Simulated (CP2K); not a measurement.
The system is HfN.

```xyz
2
Lattice="3.1905 0.0000 0.0000 1.5952 2.7630 0.0000 1.5952 0.9210 2.6050" Properties=species:S:1:pos:R:3 pbc="T T T"
Hf    0.0000    0.0000    0.0000
N     3.1905    1.8420    1.3025
```

Base run:

- Program: CP2K 2026.2
- Functional: PBE
- Potentials or basis: GTH_POTENTIALS Hf GTH-PADE-q12, N GTH-PADE-q5; DZVP-MOLOPT-SR-GTH basis
- Density cutoff: 6123 eV
- k mesh: 10 × 10 × 10
- Occupations: fermi-dirac, width 0.05 eV
- Spin: no spin polarisation

Its results: band gap on the k mesh none (metal or under the smearing width); pressure -8.3 GPa.

**Question.** After a change of settings the same cell gave: band gap on the k mesh none (metal or under the smearing width); pressure 0.5 GPa. Which change was it?
A. potentials or basis from GTH_POTENTIALS Hf GTH-PADE-q12, N GTH-PADE-q5; DZVP-MOLOPT-SR-GTH basis to POTENTIAL_UZH Hf GTH-SCAN-q12, N GTH-SCAN-q5; DZVP-MOLOPT-SR-GTH basis; potentials from Hf GTH-PADE-q12 of GTH_POTENTIALS, N GTH-PADE-q5 of GTH_POTENTIALS to Hf GTH-SCAN-q12 of POTENTIAL_UZH, N GTH-SCAN-q5 of POTENTIAL_UZH
B. potentials or basis from GTH_POTENTIALS Hf GTH-PADE-q12, N GTH-PADE-q5; DZVP-MOLOPT-SR-GTH basis to GTH_POTENTIALS Hf GTH-PBE-q12, N GTH-BLYP-q5; DZVP-MOLOPT-SR-GTH basis; potentials from Hf GTH-PADE-q12 of GTH_POTENTIALS, N GTH-PADE-q5 of GTH_POTENTIALS to Hf GTH-PBE-q12 of GTH_POTENTIALS, N GTH-BLYP-q5 of GTH_POTENTIALS
C. potentials or basis from GTH_POTENTIALS Hf GTH-PADE-q12, N GTH-PADE-q5; DZVP-MOLOPT-SR-GTH basis to POTENTIAL_UZH Hf GTH-PBE0-q12, N GTH-PBE0-q5; DZVP-MOLOPT-SR-GTH basis; potentials from Hf GTH-PADE-q12 of GTH_POTENTIALS, N GTH-PADE-q5 of GTH_POTENTIALS to Hf GTH-PBE0-q12 of POTENTIAL_UZH, N GTH-PBE0-q5 of POTENTIAL_UZH
D. functional from PBE to LDA; k mesh from 10 × 10 × 10 to 8 × 8 × 8

**Answer.** B.

Caveats: the potentials were made for another functional, which shifts forces and pressure; the basis of atomic orbitals isn't converged, which shifts pressures, moduli and gaps.

Not every run made on this cell is shown here.
